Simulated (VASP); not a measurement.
## Ti: relaxation of cell and atoms with LDA

Crystal: Ti.

```
Ti
1.0
    -1.64100    1.64100    1.64100
     1.64100   -1.64100    1.64100
     1.64100    1.64100   -1.64100
Ti
1
Direct
  0.00000 0.00000 0.00000
```

This isn't the form of Ti at room conditions, which is hcp.

* Program: VASP 6.6.1
* Task: relaxation of cell and atoms
* Functional: LDA
* Potentials or basis: VASP PAW LDA potentials, release 64 (Ti_sv)
* Cutoff: 600 eV
* k mesh: 16 × 16 × 16
* Occupations: methfessel-paxton, width 0.1 eV
* Spin: no spin polarisation
* Further INCAR settings: ALGO = Normal; EDIFF = 1e-06; IBRION = 2; EDIFFG = -0.01; NSW = 90; ISIF = 3

The relaxed volume is 15.84 Å³/atom and the relaxed cell is a = 2.740 Å, b = 2.740 Å, c = 2.740 Å, α = 109.47°, β = 109.47°, γ = 109.47°. The space group after relaxing (to 0.05 Å) is Im-3m (No. 229), the energy gained by relaxing is 69.7 meV/atom and the ionic steps are 3. The pressure after relaxing is 0.0 GPa and the band gap on the k mesh is none (metal or under the smearing width).

Step by step:
| step | energy change (eV) | largest force (eV/Å) | pressure (GPa) | volume (Å³) |
| --- | --- | --- | --- | --- |
| 1 | 0.0000 | 0.0000 | -11.13 | 17.68 |
| 2 | -0.0370 | 0.0000 | 9.90 | 14.72 |
| 3 | -0.0697 | 0.0000 | 0.01 | 15.84 |

Final structure:
```yaml
crystal:
  lattice:
    - [-1.58197, 1.58197, 1.58197]
    - [1.58197, -1.58197, 1.58197]
    - [1.58197, 1.58197, -1.58197]
  atoms:
    - { symbol: Ti, position: [0.00000, 0.00000, 0.00000] }
```

Levels at points of the mesh, in eV from the Fermi level:
```tsv
k point	band 3	band 4	band 5	band 6	band 7	band 8	band 9	band 10
(0.00, 0.00, 0.00)	-31.77	-31.77	-6.05	1.02	1.02	1.02	3.01	3.01
(0.50, 0.00, 0.00)	-32.06	-31.78	-2.69	-0.54	1.56	3.01	3.40	4.78
(0.50, 0.50, 0.50)	-32.40	-32.40	-2.44	-2.44	4.37	4.37	4.37	9.18
```

Run time: 46 s on 1 thread of Intel(R) Xeon(R) Platinum 8488C (Sapphire Rapids) (shared host), peak memory 0.16 GiB.

Caveat: the volume moved by -10 % from the deposited cell, more than functionals usually miss. LDA usually gives volumes a few per cent too small.
